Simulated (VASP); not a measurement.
# Bi₂Se₃, band structure: which settings are enough?

Bi₂Se₃, sheet, 5 atoms in the cell. PBEsol; PAW potentials Se, Bi_d (PBE set). VASP 6.6.1.

Wanted: band energies at the path's corners within 0.02 eV; smallest gap over path and mesh within 0.01 eV.

What the run is for: bands; Accuracy asked: standard; Route: fixed density (ICHARG 11).

Band energies at the path's corners: counted from the valence top.

POSCAR:
```
Bi2Se3
1.0
    4.1430000000      0.0000000000      0.0000000000
    2.0715000000      3.5879432479      0.0000000000
    0.0000000000      0.0000000000     22.9661842666
Se Bi
3 2
Direct
    0.0000000000      0.0000000000      0.5000000000
    0.3333333333      0.3333333333      0.6516617690
    0.6666666667      0.6666666667      0.3483382310
    0.3333333333      0.3333333333      0.4158773855
    0.6666666667      0.6666666667      0.5841226145
```

The series start from Plane-wave cutoff (eV): 280; k-point mesh: 5 × 5 × 1; k points a path segment: 12; Electronic threshold (eV): 1e-6; Precision mode (PREC): Accurate; Bands in all (NBANDS): 39; Aspherical gradient terms in the spheres (LASPH): yes. Each series keeps the choices made before it, and each single choice may use up half of a tolerance. Times cover all steps of a run.

## Plane-wave cutoff (eV)

| Plane-wave cutoff (eV) | Band energies at the path's corners, largest deviation (eV) | Smallest gap over path and mesh (eV) | Time (s) |
|---|---|---|---|
| 200 | 0.004 | 0.801 | 100 |
| 240 | 0.002 | 0.800 | 139 |
| 280 | 0.001 | 0.801 | 193 |
| 320 | 0.001 | 0.801 | 246 |
| 390 | 0.000 | 0.801 | 392 |
| 490 (reference) | 0.000 | 0.802 | 544 |

Chosen: 200, the loosest value from which every tighter one stays within half of the tolerance.

## k-point mesh

| k-point mesh | Band energies at the path's corners, largest deviation (eV) | Smallest gap over path and mesh (eV) | Time (s) |
|---|---|---|---|
| 2 × 2 × 1 | 0.052 | 0.752 | 113 |
| 3 × 3 × 1 | 0.005 | 0.800 | 131 |
| 4 × 4 × 1 | 0.002 | 0.800 | 125 |
| 5 × 5 × 1 | 0.003 | 0.801 | 100 |
| 6 × 6 × 1 | 0.003 | 0.800 | 126 |
| 8 × 8 × 1 (reference) | 0.000 | 0.799 | 123 |

Chosen: 3 × 3 × 1.

## Electronic threshold (eV)

| Electronic threshold (eV) | Band energies at the path's corners, largest deviation (eV) | Smallest gap over path and mesh (eV) | Time (s) |
|---|---|---|---|
| 0.001 | 0.001 | 0.789 | 85 |
| 0.0001 | 0.000 | 0.791 | 74 |
| 1e-5 | 0.000 | 0.793 | 77 |
| 1e-6 | 0.000 | 0.796 | 86 |
| 1e-7 (reference) | 0.000 | 0.795 | 87 |

Chosen: 0.0001.

## Precision mode (PREC)

| Precision mode (PREC) | Band energies at the path's corners, largest deviation (eV) | Smallest gap over path and mesh (eV) | Time (s) |
|---|---|---|---|
| SingleN | 0.002 | 0.793 | 38 |
| Normal | 0.001 | 0.792 | 39 |
| Accurate (reference) | 0.000 | 0.791 | 74 |

Chosen: SingleN.

## Bands in all (NBANDS)

| Bands in all (NBANDS) | Band energies at the path's corners, largest deviation (eV) | Smallest gap over path and mesh (eV) | Time (s) |
|---|---|---|---|
| 26 | 0.063 | 0.794 | 25 |
| 27 | 0.001 | 0.793 | 26 |
| 28 | 0.001 | 0.793 | 32 |
| 30 | 0.001 | 0.793 | 33 |
| 39 | 0.000 | 0.793 | 38 |
| 49 (reference) | 0.000 | 0.792 | 52 |

Chosen: 27.

## Aspherical gradient terms in the spheres (LASPH)

| Aspherical gradient terms in the spheres (LASPH) | Band energies at the path's corners, largest deviation (eV) | Smallest gap over path and mesh (eV) | Time (s) |
|---|---|---|---|
| no | 0.001 | 0.792 | 27 |
| yes (reference) | 0.000 | 0.793 | 26 |

Chosen: no.

Also changed on the way, by series that aren't shown: k points a path segment: 8.

## All choices together

| Input | Band energies at the path's corners, largest deviation (eV) | Smallest gap over path and mesh (eV) | Time (s) |
|---|---|---|---|
| the program's defaults (naive) | 0.006 | 0.794 | 54 |
| chosen settings | 0.006 | 0.792 | 27 |
| reference settings throughout | 0.000 | 0.796 | 1843 |

The tolerance is met.

## The input

INCAR.step1:
```
GGA = PS
LDIPOL = True
IDIPOL = 3
DIPOL = 0.5 0.5 0.500
ISMEAR = 0
SIGMA = 0.03
LWAVE = False
LCHARG = True
NBANDS = 27
PREC = SingleN
LASPH = False
LREAL = False
ALGO = Normal
EDIFF = 1E-4
NELM = 120
GGA_COMPAT = False
ENCUT = 200
EFERMI = MIDGAP
NELMDL = -8
```

INCAR.step2, as INCAR.step1 but for:
```
- LCHARG = True
+ LCHARG = False
+ ICHARG = 11
```

KPOINTS.step1:
```
Automatic mesh
0
Gamma
  3 3 1
  0 0 0
```

KPOINTS.step2:
```
path GMKGALHA,LM,KH
8
line-mode
reciprocal
 0.0000000000  0.0000000000  0.0000000000  G
 0.5000000000  0.0000000000  0.0000000000  M

 0.5000000000  0.0000000000  0.0000000000  M
 0.3333333333 -0.3333333333  0.0000000000  K

 0.3333333333 -0.3333333333  0.0000000000  K
 0.0000000000  0.0000000000  0.0000000000  G

 0.0000000000  0.0000000000  0.0000000000  G
 0.0000000000  0.0000000000 -0.5000000000  A

 0.0000000000  0.0000000000 -0.5000000000  A
 0.5000000000  0.0000000000 -0.5000000000  L

 0.5000000000  0.0000000000 -0.5000000000  L
 0.3333333333 -0.3333333333 -0.5000000000  H

 0.3333333333 -0.3333333333 -0.5000000000  H
 0.0000000000  0.0000000000 -0.5000000000  A

 0.5000000000  0.0000000000 -0.5000000000  L
 0.5000000000  0.0000000000  0.0000000000  M

 0.3333333333 -0.3333333333  0.0000000000  K
 0.3333333333 -0.3333333333 -0.5000000000  H
```

Commands (each step's output is kept before the next begins):
```
cat potpaw_PBE.64/Se/POTCAR potpaw_PBE.64/Bi_d/POTCAR > POTCAR
cp INCAR.step1 INCAR
cp KPOINTS.step1 KPOINTS
mpirun -np 1 vasp_std > vasp.out
cp INCAR.step2 INCAR
cp KPOINTS.step2 KPOINTS
mpirun -np 1 vasp_std > vasp.out
```

The naive input happens to agree within the tolerance here, in 54 s.

Limits: PBEsol gaps are mostly well below measured ones; spin-orbit coupling is off, though it shifts bands of the heavy elements by a tenth of an eV or more.

The chosen input took VASP 6.6.1 27 s on 1 core (Intel Xeon 6975P-C (Granite Rapids)), a shared host.

## An input that fails: fixed density asked without a density file

VASP's message: ERROR: charge density could not be read from file CHGCAR for ICHARG>10.

Changes against the starting input:
```
- LCHARG = True
- NELM = 120
+ LCHARG = False
+ NELM = 81
+ ICHARG = 11
```
